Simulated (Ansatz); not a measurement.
Here is an Ansatz input file for SrO (distorted cell). Write the same calculation for the Python package.

```yaml
crystal:
  lattice:
    - [0.0, 2.5663, 2.5663]
    - [2.5663, 0.0, 2.5663]
    - [2.5663, 2.5663, 0.0]
  atoms:
    - { symbol: Sr, position: [0.48249, 0.52596, 0.51148] }
    - { symbol: O, position: [0.01243, 0.99549, 0.99369] }
accuracy: medium
basis:
  ecutwfc: 421.7764868128
  xc_grid: 2
kpoints:
  mp_grid: { grid: [3, 3, 3], shift: [0.0, 0.0, 0.0] }
hamiltonian:
  xc: pbe
scf:
  convergence: { dr2_threshold: 1.0e-05 }
  occupations: { method: fixed }
output:
  write_density: true
  write_potential: true
  volumetric_format: npy
  elf: true
  forces: true
```

The program run on that file:
```console
$ ansatz run input.yaml --threads 1 --pin off --max-ram 3072MiB --backend cpu --events-out ev --progress --plain --runs-dir out
Warning: scf.convergence.dr2_threshold = 1e-5 eV is looser than this run's default, which is 1e-7 eV or tighter. The error in the forces grows as the threshold's square root, so leave the key out unless less accurate forces are enough
Engine: ansatz 0.2.0, x86_64-unknown-linux-gnu
Pseudopotentials: kind: paw
Pseudopotential: Sr, paw, valence charge 10, recommended cutoff 420 eV (normal), Sr.paw.azcp
Pseudopotential: O, paw, valence charge 6, recommended cutoff 420 eV (normal), O.paw.azcp
Functional definition: PBE
  parameter kappa = 0.804
  parameter beta = 0.06672455060314922
  exchange = pbe_x(kappa = kappa, mu = beta*pi^2/3)
  correlation = pbe_c(beta = beta)
Crystal: 2 atoms, lattice volume = 33.803 Å³
Basis set: ecut = 421.7764868128 eV, 645 PW (Γ), exchange–correlation on 50×50×50 points (8 copies of the dense FFT grid, shifted against one another)
Bands: 12, of which v1, the nominal top of the filled ones, is band 8 counted from 1 (7 counted from 0)
Symmetry: 1 space group operations
Space group: P1 (ITA 1), of the structure as read, at distance tolerance 3.2e-5 Å
k-points: 14 of 27 (time reversal used)
Non-local potential: Sr, projectors of the file, l = 0: 3, l = 1: 2, l = 2: 2
Non-local potential: O, projectors of the file, l = 0: 2, l = 1: 2, l = 2: 1
PAW form: soft (Blöchl's): semilocal exchange-correlation on the pseudo side does not see the compensation charge
PAW one-centre angular grid: Sr, 110 points (default); XC on 64 Gauss nodes
PAW one-centre angular grid: O, 110 points (default); XC on 64 Gauss nodes
Initial density: superposition of atomic densities (neutral atoms: chi_scale 0, normalization atom), corrected by the library's trained network
Initial wavefunctions: pseudopotential atomic-orbital guess
Functional: x = pbe(κ = 0.804, μ = 0.2195149727645171), c = pbe(β = 0.06672455060314922)
SCF iter   1: F=—  HF=-4114.576671 eV  |F-HF|=—  |Δ(HF+E_count)|=         —  Δρ=1.51e-3  dr2=8.08e-4  ethr=1.77e-3  ⟨swp⟩=5.8  Hψ=1099  notcnv=0  defer=26
preconditioner: auto → none  [insulator: Δε(μ)=3.859 eV  Ē_g=16.203 eV  n_scr=8 (ndim 8)  ℏωp=23.9 eV  f_vac=0.000  ε∞_Penn≈3.2]
SCF iter   2: F=—  HF=-4114.576974 eV  |F-HF|=—  |Δ(HF+E_count)|=   3.03e-4  Δρ=1.94e-3  dr2=1.07e-3  ethr=5.05e-6  ⟨swp⟩=2.6  Hψ=412  notcnv=0  defer=28
SCF iter   3: F=—  HF=-4114.576761 eV  |F-HF|=—  |Δ(HF+E_count)|=   2.13e-4  Δρ=2.77e-4  dr2=1.27e-5  ethr=5.05e-6  ⟨swp⟩=2.0  Hψ=236  notcnv=0  defer=28
iter 4 did not close the SCF: its close was put off for the readings that it lacked (scf_convergence_deferred on its scf_iter line)
SCF iter   4: F=-4114.576800 eV  HF=-4114.576801 eV  |F-HF|=1.24e-6  |Δ(HF+E_count)|=   3.95e-5  Δρ=8.74e-5  dr2=3.06e-6  ethr=7.96e-8  ⟨swp⟩=2.0  Hψ=263  notcnv=0  defer=28
iter 5 did not close the SCF: its close was put off for the readings that it lacked (scf_convergence_deferred on its scf_iter line)
SCF iter   5: F=-4114.576801 eV  HF=-4114.576802 eV  |F-HF|=8.61e-7  |Δ(HF+E_count)|=   5.86e-7  Δρ=5.34e-5  dr2=1.03e-6  ethr=1.91e-8  ⟨swp⟩=2.0  Hψ=253  notcnv=0  defer=28
SCF iter   6: F=-4114.576801 eV  HF=-4114.576801 eV  |F-HF|=7.77e-8  |Δ(HF+E_count)|=   2.20e-7  Δρ=1.71e-5  dr2=9.76e-8  ethr=6.46e-9  ⟨swp⟩=14.1  Hψ=1628  notcnv=0
SCF 1 converged in 6 iterations: F = -4114.576801 eV  dr2 = 9.76e-8
  greatest PAW one-centre occupation: 0.987 electrons in one spin orbital (limit 2), on the Sr atom at site 0 (counted from 0), in its partial waves of l = 0
SCF converged after 6 iterations
Free energy (F): -4114.576801 eV
Harris-Foulkes:  -4114.576801 eV  (|F-HF|=7.77e-8)
Internal energy: -4114.576801 eV  (E = F + TS)
E sigma→0 (E₀):  -4114.576801 eV
Fermi energy:    7.988563 eV
--- Per-component energies (eV) ---
  E_band       = -56.584411
  E_kinetic    = 423.755230
  E_local      = -863.514653  (includes V_loc(G=0)·N_el)
  E_nonlocal   = 250.238131
  E_hartree    = 234.190939
  E_xc         = -249.597834
  E_vxc        = -259.467784  (∫ρ·V_xc dr)
  E_paw        = -2852.412031  (= ΣΔE_a)
  E_vpaw       = -75.974434  (= ΣTr[D̂ρ^β])
  E_aug_tail   = 0.002419  (compensation charges beyond the density's cutoff)
  E_ewald      = -1057.239003
  E_smearing   = -0.000000  (= −TS)
  E_closure    = 0.000000  (closes the sum)
  Σ components = -4114.576801   (vs F -4114.576801, Δ=0.00e0)
--- Forces (eV/Å), atoms counted from 1 ---
  atom   1  Sr    -0.26282532     0.05598858    -0.00243099
  atom   2  O      0.26292162    -0.05599555     0.00240963
  max |Σ_I F_I| component: 9.63e-5 eV/Å
--- Band table (eV; the first three rows and the last of 14) ---
  k-point 0: bands = ["-24.2834", "-7.0932", "-5.9166", "-5.9163", "-5.8763", "7.9767", "7.9770", "7.9886", "12.0420", "14.2783", "14.3409", "14.3424"]
  k-point 1: bands = ["-24.1768", "-8.3192", "-5.9886", "-5.9807", "-4.9082", "6.2698", "7.1380", "7.1649", "14.2047", "15.3150", "16.0839", "16.1008"]
  k-point 2: bands = ["-24.1771", "-8.3109", "-5.9856", "-5.9801", "-4.9205", "6.2712", "7.1304", "7.1478", "14.2156", "15.3467", "16.0939", "16.1199"]
  k-point 13: bands = ["-24.1082", "-8.0641", "-6.6243", "-6.1268", "-5.2422", "6.7155", "7.2343", "7.5950", "13.7255", "15.0996", "17.1556", "17.5982"]
```

`sro.py`
```python
"""Self-consistent field of SrO at the given structure, distorted."""

from pathlib import Path
import warnings

import ansatz as az
import numpy as np

params = {
    "functional": "PBE",
    "kmesh": (3, 3, 3),
    "occupations": "fixed",
    "tolerance": 1e-05,
}

warnings.simplefilter("ignore", az.DeckWarning)

vectors = np.array([
    [0.0, 2.5663, 2.5663],
    [2.5663, 0.0, 2.5663],
    [2.5663, 2.5663, 0.0],
])
xtal = (
    az.Lattice.of(vectors)
    .atom("Sr", (0.48249, 0.52596, 0.51148))
    .atom("O", (0.01243, 0.99549, 0.99369))
)

# functional, basis and sampling
setup = (
    xtal.calculation()
    .functional(params["functional"])
    .basis(31 * az.Ry, xc_grid=2)
    .accuracy("medium")
    .kpoints(mesh=params["kmesh"], center="gamma")
    .occupations(params["occupations"])
    .scf(tolerance=params["tolerance"])
    .compute(density=True, forces=True, potential=True, electron_localization_function=True, output_files={"volumetric_format": "npy"})
)
def show(event):
    row = event["data"]
    if event["event"] == "scf_iter" and row.get("harris_foulkes_ev") is not None:
        print(f"  iteration {row['iter']:3d}  Harris-Foulkes {row['harris_foulkes_ev']:.5f} eV  residual {row['dr2_ev']:.2e}")


outcome = setup.session().plan().execute(on_event=show)
report = outcome.report

print(f"free energy      {report['free_energy_ev']:.5f} eV")
print(f"per atom         {report['free_energy_ev'] / len(outcome.lattice.sites):.5f} eV")
print(f"SCF iterations   {report['n_iterations']}  (converged: {report['converged']})")

rho = outcome.density()
total = sum(ch.density_e_per_ang3 for ch in rho.channels[:2]) if len(rho.channels) < 3 else rho.channels[0].density_e_per_ang3
print("grid", rho.dims, "electrons", round(float(total.mean() * rho.cell_volume_ang3), 4))
profile = total.mean(axis=(1, 2))
print("planar average along grid axis 0 (e/A^3):")
print(np.array2string(profile[:: max(len(profile) // 16, 1)], precision=4))

# forces in eV per angstrom
forces = np.array(report["forces_ev_ang"])
norms = np.linalg.norm(forces, axis=1)
print("largest force {:.4f} eV/A on atom {}".format(norms.max(), norms.argmax()))
print(np.array2string(forces, precision=4, suppress_small=True))

folder = Path(outcome.write_results("fields"))
print("densities in e/A^3, potentials in eV, ELF without unit")
for name in sorted(p.name for p in folder.glob("*.npy")):
    field = np.load(folder / name)
    print(f"{name:16s} {str(field.shape):16s} min {field.min():10.4f}  mean {field.mean():10.4f}  max {field.max():10.4f}")
```

```console
$ python sro.py
  iteration   1  Harris-Foulkes -4114.57667 eV  residual 8.08e-04
  iteration   2  Harris-Foulkes -4114.57697 eV  residual 1.07e-03
  iteration   3  Harris-Foulkes -4114.57676 eV  residual 1.27e-05
  iteration   4  Harris-Foulkes -4114.57680 eV  residual 3.06e-06
  iteration   5  Harris-Foulkes -4114.57680 eV  residual 1.03e-06
  iteration   6  Harris-Foulkes -4114.57680 eV  residual 9.77e-08
free energy      -4114.57680 eV
per atom         -2057.28840 eV
SCF iterations   6  (converged: True)
grid (25, 25, 25) electrons 16.0
planar average along grid axis 0 (e/A^3):
[0.6479 0.6417 0.5866 0.502  0.4202 0.3734 0.3746 0.4144 0.4715 0.5235
 0.5556 0.5677 0.5688 0.5646 0.5494 0.5129 0.4526 0.3801 0.3157 0.2781
 0.2794 0.3254 0.4114 0.5143 0.6017]
largest force 0.2688 eV/A on atom 1
[[-0.2628  0.056  -0.0024]
 [ 0.2629 -0.056   0.0024]]
densities in e/A^3, potentials in eV, ELF without unit
elf.npy          (25, 25, 25)     min     0.0075  mean     0.3227  max     0.8702
rho.npy          (25, 25, 25)     min     0.0264  mean     0.4733  max     7.5776
v_es.npy         (25, 25, 25)     min  -173.6119  mean     2.2484  max    13.0379
v_tot.npy        (25, 25, 25)     min  -207.3486  mean    -7.8694  max     6.1765
```

What to keep in mind:
- The settings weren't tested for convergence.
- Energy and stress may still move on a finer k-point mesh.
- The program warned that this SCF threshold is loose for forces or stresses.
- Of the deposited cell: the entry's cell lengths or inner coordinates differ somewhat from later room-temperature determinations.
- Grid values close to the nuclei reflect the PAW or pseudopotential construction, not the all-electron fields.
- The cell is a database structure, distorted on purpose.
- The script silences the warnings on its input, which a real study should read.
- Finished in 1.5 s on 1 thread of Intel(R) Xeon(R) Platinum 8223CL CPU @ 3.00GHz (Skylake/Cascade Lake), on a shared host, peak memory 0.36 GiB.

(Lines on the test bed's own set-up are left out of the output.)
